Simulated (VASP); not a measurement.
# Ru (P6_3/mmc) in VASP: notebook, part 2 of 2

VASP 6.6.1.

**6. Single point, PBEsol (grid = ENCUT=400 dk=0.35 cell=3x3x2 ISMEAR=1 SIGMA=0.02 LREAL=Auto EDIFF=1e-06)**

File INCAR:

```
SYSTEM = Ru
ALGO     = Fast           ! electronic algorithm
EDIFF    = 1E-6           ! SCF threshold, eV
ENCUT    = 400            ! plane-wave cutoff, eV
GGA      = PS             ! functional
ISIF     = 2              ! what is computed and relaxed
ISMEAR   = 1              ! smearing method
KPAR     = 2            
LASPH    = .True.         ! aspherical terms in the spheres
LCHARG   = .False.        ! write CHGCAR
LREAL    = Auto         
LWAVE    = .False.        ! write WAVECAR
NBANDS   = 287            ! bands
NCORE    = 1            
NELM     = 120            ! most SCF steps
PREC     = Accurate       ! precision mode
SIGMA    = 0.02           ! smearing width, eV
```

File KPOINTS:

```
k-points
0
Gamma
  3 3 3
  0 0 0
```

File POSCAR:

```
Ru
1.0
    8.1174000000      0.0000000000      0.0000000000
   -4.0587000000      7.0298746128      0.0000000000
    0.0000000000      0.0000000000      8.5638000000
Ru
36
Direct
    0.2222222222      0.1111111111      0.3750000000
    0.2222222222      0.1111111111      0.8750000000
    0.2222222222      0.4444444444      0.3750000000
    0.2222222222      0.4444444444      0.8750000000
    0.2222222222      0.7777777778      0.3750000000
    0.2222222222      0.7777777778      0.8750000000
    0.5555555556      0.1111111111      0.3750000000
    0.5555555556      0.1111111111      0.8750000000
    0.5555555556      0.4444444444      0.3750000000
    0.5555555556      0.4444444444      0.8750000000
    0.5555555556      0.7777777778      0.3750000000
    0.5555555556      0.7777777778      0.8750000000
    0.8888888889      0.1111111111      0.3750000000
    0.8888888889      0.1111111111      0.8750000000
    0.8888888889      0.4444444444      0.3750000000
    0.8888888889      0.4444444444      0.8750000000
    0.8888888889      0.7777777778      0.3750000000
    0.8888888889      0.7777777778      0.8750000000
    0.1111111111      0.2222222222      0.1250000000
    0.1111111111      0.2222222222      0.6250000000
    0.1111111111      0.5555555556      0.1250000000
    0.1111111111      0.5555555556      0.6250000000
    0.1111111111      0.8888888889      0.1250000000
    0.1111111111      0.8888888889      0.6250000000
    0.4444444444      0.2222222222      0.1250000000
    0.4444444444      0.2222222222      0.6250000000
    0.4444444444      0.5555555556      0.1250000000
    0.4444444444      0.5555555556      0.6250000000
    0.4444444444      0.8888888889      0.1250000000
    0.4444444444      0.8888888889      0.6250000000
    0.7777777778      0.2222222222      0.1250000000
    0.7777777778      0.2222222222      0.6250000000
    0.7777777778      0.5555555556      0.1250000000
    0.7777777778      0.5555555556      0.6250000000
    0.7777777778      0.8888888889      0.1250000000
    0.7777777778      0.8888888889      0.6250000000
```

Potentials or basis: VASP PAW PBE potentials, release 64 (Ru_pv).

The run is started by

```sh
$ cat potpaw_PBE.64/Ru_pv/POTCAR > POTCAR
$ mpirun -np 4 vasp_std > vasp.out
```

OUTCAR:

```text
SYSTEM = Ru
   EDIFF = 1E-6
   ENCUT = 400
   GGA = PS
   ISIF = 2
   ISMEAR = 1
   LASPH = .True.
   LREAL = Auto
   NELM = 120
   PREC = Accurate

 Found      6 irreducible k-points:

 Following reciprocal coordinates:
            Coordinates               Weight
  0.000000  0.000000  0.000000      1.000000
  0.333333  0.000000  0.000000      6.000000
  0.333333  0.333333  0.000000      2.000000
  0.000000  0.000000  0.333333      2.000000
  0.333333  0.000000  0.333333     12.000000
  0.333333  0.333333  0.333333      4.000000
   k-points           NKPTS =      6   k-points in BZ     NKDIM =      6   number of bands    NBANDS=    288
   number of dos      NEDOS =    301   number of ions     NIONS =     36
   total plane-waves  NPLWV = 163296
   dimension x,y,z NGX =    54 NGY =   54 NGZ =   56
   dimension x,y,z NGXF=   108 NGYF=  108 NGZF=  112
   ions per type =              36
   NGX,Y,Z   is equivalent  to a cutoff of  11.06, 11.06, 10.87 a.u.
   NGXF,Y,Z  is equivalent  to a cutoff of  22.12, 22.12, 21.74 a.u.
 SYSTEM =  Ru
   PREC   = accura    normal or accurate (medium, high low for compatibility)
   ISTART =      0    job   : 0-new  1-cont  2-samecut
[... 67 lines left out ...]
      1     -30.8924      2.00000
      2     -30.6592      2.00000
      3     -30.6592      2.00000
      4     -30.6592      2.00000
      5     -30.6592      2.00000
      6     -30.6449      2.00000
[... 1591 lines left out ...]
    263      13.5069      0.00000
    264      13.5069      0.00000
 [bands above 264 left out]

------------------------ aborting loop because EDIFF is reached ----------------------------------------

  FORCE on cell =-STRESS in cart. coord.  units (eV):
  Direction    XX          YY          ZZ          XY          YZ          ZX
  --------------------------------------------------------------------------------------
  -------------------------------------------------------------------------------------
  Total      -22.0058245    -22.0058245    -23.9450377      0.0000000      0.0000000      0.0000000
  in kB      -72.1468185    -72.1468185    -78.5045927      0.0000000      0.0000000      0.0000000
  external PRESSURE =     -74.2660766 kB  Pullay stress =       0.0000000 kB

 VOLUME and BASIS-vectors are now :
 -----------------------------------------------------------------------------
  energy-cutoff  :      400.00
  volume of cell :      488.69
      direct lattice vectors                 reciprocal lattice vectors
     8.117400000  0.000000000  0.000000000     0.123192155  0.071125024  0.000000000
    -4.058700000  7.029874613  0.000000000     0.000000000  0.142250048  0.000000000
     0.000000000  0.000000000  8.563800000     0.000000000  0.000000000  0.116770592

 POSITION                                       TOTAL-FORCE (eV/Angst)
 -----------------------------------------------------------------------------------
      1.35290      0.78110      3.21143        -0.000000      0.000000      0.000000
      1.35290      0.78110      7.49333        -0.000000     -0.000000      0.000000
      0.00000      3.12439      3.21143        -0.000000     -0.000000      0.000000
      0.00000      3.12439      7.49333        -0.000000     -0.000000     -0.000000
     -1.35290      5.46768      3.21143        -0.000000      0.000000      0.000000
     -1.35290      5.46768      7.49333        -0.000000     -0.000000     -0.000000
[... 28 lines left out ...]
      2.70580      6.24878      1.07048         0.000000     -0.000000     -0.000000
      2.70580      6.24878      5.35238         0.000000      0.000000      0.000000
 -----------------------------------------------------------------------------------
    total drift:                                0.000000      0.000000      0.000000

  FREE ENERGIE OF THE ION-ELECTRON SYSTEM (eV)
  ---------------------------------------------------
  free  energy   TOTEN  =      -366.3144286608 eV

  energy  without entropy=     -366.3119942996  energy(sigma->0) =     -366.31361721
```

OSZICAR:

```text
N       E                     dE             d eps       ncg     rms          rms(c)
DAV:   1     0.608956062162E+04    0.60896E+04   -0.26099E+05  3592   0.162E+03
DAV:   2    -0.484123690520E+02   -0.61380E+04   -0.59891E+04  3544   0.562E+02
DAV:   3    -0.372244393738E+03   -0.32383E+03   -0.30663E+03  4624   0.116E+02
DAV:   4    -0.394154033200E+03   -0.21910E+02   -0.21044E+02  4352   0.211E+01
DAV:   5    -0.395251414586E+03   -0.10974E+01   -0.10534E+01  4200   0.385E+00    0.818E+01
RMM:   6    -0.367556158140E+03    0.27695E+02   -0.80008E+01  3478   0.218E+01    0.209E+01
RMM:   7    -0.366212768572E+03    0.13434E+01   -0.26522E+01  3712   0.865E+00    0.315E+00
RMM:   8    -0.366305909579E+03   -0.93141E-01   -0.31665E+00  3930   0.291E+00    0.272E+00
RMM:   9    -0.366315774057E+03   -0.98645E-02   -0.80306E-01  4089   0.119E+00    0.822E-01
RMM:  10    -0.366310877297E+03    0.48968E-02   -0.11222E-01  3962   0.718E-01    0.156E-01
RMM:  11    -0.366313796046E+03   -0.29187E-02   -0.32655E-02  4297   0.194E-01    0.102E-01
RMM:  12    -0.366314242586E+03   -0.44654E-03   -0.50657E-03  4807   0.778E-02    0.232E-02
RMM:  13    -0.366314373080E+03   -0.13049E-03   -0.13807E-03  4752   0.328E-02    0.152E-02
RMM:  14    -0.366314406497E+03   -0.33417E-04   -0.31701E-04  4718   0.139E-02    0.217E-02
RMM:  15    -0.366314418833E+03   -0.12335E-04   -0.13551E-04  3530   0.794E-03    0.967E-03
RMM:  16    -0.366314425581E+03   -0.67486E-05   -0.44070E-05  3211   0.446E-03    0.393E-03
RMM:  17    -0.366314427887E+03   -0.23055E-05   -0.21369E-05  2629   0.195E-03    0.352E-03
RMM:  18    -0.366314428661E+03   -0.77410E-06   -0.71124E-06  1936   0.112E-03
   1 F= -.36631443E+03 E0= -.36631362E+03  d E =-.243436E-02
```

stdout:

```text
POSCAR found type information on POSCAR Ru
 POSCAR found :  1 types and      36 ions
 scaLAPACK will be used
 -----------------------------------------------------------------------------
|                                                                             |
|                                                                             |
[... 19 lines left out ...]
|     I found NBANDS = 287. Now, NBANDS = 288.                                |
|                                                                             |
 -----------------------------------------------------------------------------

 POSCAR, INCAR and KPOINTS ok, starting setup
 FFT: planning ... GRIDC
 FFT: planning ... GRID_SOFT
 FFT: planning ... GRID
 WAVECAR not read
 entering main loop
```

Run time: 4.6 min. Hardware: 4 MPI ranks of Intel Xeon Platinum 8488C (Sapphire Rapids), shared host; peak memory 0.44 GiB.

The run converged, but some of its settings lie outside the range that counts as converged, so its numbers aren't taken as properties of the crystal.

What came out:

```yaml
Free_energy: -366.3144 eV
Pressure: -7.4 GPa
Band_gap_on_the_k_mesh: none (metal or under the smearing width)
```

Caveat: the PAW data sets were made with another functional, which shifts forces and pressure a little.

**7. The reference run**

An earlier run on the cell as given: functional PBE; potentials or basis VASP PAW PBE potentials, release 64 (Ru_pv); cutoff 520 eV; k mesh 11 × 11 × 6; occupations fermi-dirac, width 0.05 eV; no spin polarisation.

- Pressure: 4.5 GPa
- Band gap on the k mesh: none (metal or under the smearing width)
